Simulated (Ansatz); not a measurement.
# Bi in Ansatz: the effect of target pressure

Crystal: Bi.

```
Bi
1.0
     3.23838    0.00000    0.00000
     0.00000    3.22164    0.00000
    -0.08045    0.00000    6.44389
Bi
2
Direct
  0.54425 0.00000 0.74958
  0.45575 0.00000 0.25042
```

This isn't the form of Bi at room conditions, which is rhombohedral.

Alike in all runs:

```yaml
Program: Ansatz 0.2.0
Task: relaxation of cell and atoms
Functional: PBEsol
Potentials_or_basis: all-electron LAPW, scalar-relativistic
Basis_error_allowed: 0.001 eV/atom
k_mesh: 8 × 8 × 4
Occupations: fermi-dirac, width 0.05 eV
Spin: no spin polarisation
```

Each run relaxes the cell or the atoms first.

```tsv
target pressure	relaxed volume (Å³/atom)
0 GPa	33.25
5 GPa	29.95
10 GPa	?
20 GPa	25.78
30 GPa	24.19
```

Problem. What does the run with target pressure 10 GPa give?

Solution. Relaxed volume 28.03 Å³/atom.

Worked out: In Murnaghan's law V^(-B') rises as a straight line in P. The other rows fit best with B' = 5.2, V0 = 33.24 Å³/atom and B0 = 37 GPa, which gives 28.09 Å³/atom at 10 GPa, against the run's 28.03.

Caveats: the volume moved by over 15 % at a fixed basis, so the end points are rough (some runs).
